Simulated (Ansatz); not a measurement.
TaN, DFT, LDA, PAW with Ansatz's default frozen-core files, scalar-relativistic (Ansatz 0.2.0), run on 1 thread of Arm Neoverse V2 on a shared host.

The geometry is COD entry 9008876, unchecked; take it as a test cell. The listed cell was then made from it by scaling, straining or moving an atom.

Command: `ansatz run input.yaml --threads 1 --pin off --max-ram 4096MiB --backend cpu --events-out ev --progress --plain --runs-dir out`

```yaml
crystal:
  lattice:
    - [3.0398003418, 0.0, 0.0]
    - [-1.5199001709, 2.6325443184, 0.0]
    - [0.0, 0.0, 4.9234781375]
  atoms:
    - { symbol: Ta, position: [0.3333333333, 0.6666666667, 0.0] }
    - { symbol: Ta, position: [0.6666666667, 0.3333333333, 0.5] }
    - { symbol: "N", position: [0.3333333333, 0.6666666667, 0.385] }
    - { symbol: "N", position: [0.6666666667, 0.3333333333, 0.885] }
kpoints:
  mp_grid: { grid: [9, 9, 5] }
scf:
  occupations: { method: fermi_dirac, width: 0.03 }
hamiltonian:
  xc: lda
  pseudopotentials: { kind: paw }
output:
  forces: true
  stress: true
  eigenvalues: true
  efg: { contact_densities: true }
  write_density: true
  write_potential: true
  elf: true
  volumetric_format: npy
```

(1) How large is the problem that the program sets up?

(2) Estimate the wall time and the peak memory.

(3) And the same cell and mesh by crystal-made all-electron datasets, asked for forces, stress, eigenvalues, efg, on the same hardware?

## Answers

(1) 36 irreducible k-points, 785 plane waves at Γ, 22 bands.

(2) 5 s of wall time for 6 SCF iterations, with a peak of 0.38 GiB. Times on shared machines scatter by tens of per cent.

(3) 43 s, peak memory 0.86 GiB.
